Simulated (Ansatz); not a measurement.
The elements of this relaxed trial crystal are hidden behind letters.

```
lattice vectors (Å)
   1.5277    0.8820    4.9361
  -1.5277    0.8820    4.9361
   0.0000   -1.7640    4.9361
fractional positions
X 0.0000 0.0000 0.0000
Z 0.5000 0.5000 0.5000
Q 0.2436 0.2436 0.2436
Q 0.7564 0.7564 0.7564
```

These are results of DFT PBE, scalar-relativistic, plane waves, PAW (Ansatz), not measurements. Settings of the last relaxation (4-atom cell): 420 eV, 12×12×12 k points, Gaussian smearing of 0.02 eV, no spin polarisation.

- Space group: R-3m (No. 166)
- Conventional cell: a = 3.055 Å, c = 14.808 Å
- Volume per atom: 9.98 Å³
- Density: 4.16 g/cm³
- Energy over the elements: −1.463 eV/atom
- Gap on the 12×12×12 mesh of the 4-atom cell: 0.80 eV

Energies are uncorrected and count from the elements' standard states at the same level.

Question: X is a d-block element of period 4, Z is a p-block element of period 3 and Q is a p-block element of period 2. Which elements are they?

Answer: X = Sc, Z = Al, Q = N, so the formula is ScAlN2. Density times volume gives a mean mass of 4.16 × 9.98/1.6605 = 25.0 u per atom, and this set has 25.0 u. Sc is surrounded by 6 N at 2.21 Å, 6 Al at 3.03 Å and 6 Sc at 3.06 Å; around Al lie 6 N at 2.10 Å and 6 Sc at 3.03 Å; around N lie 3 Al at 2.10 Å and 3 Sc at 2.21 Å. Other sets within the hints have nearly the same mass, so mass alone doesn't settle it; this one was computed.

Kohn–Sham gaps at this level usually fall short of measured ones. A structure relaxed within its symmetry needn't be a true minimum.
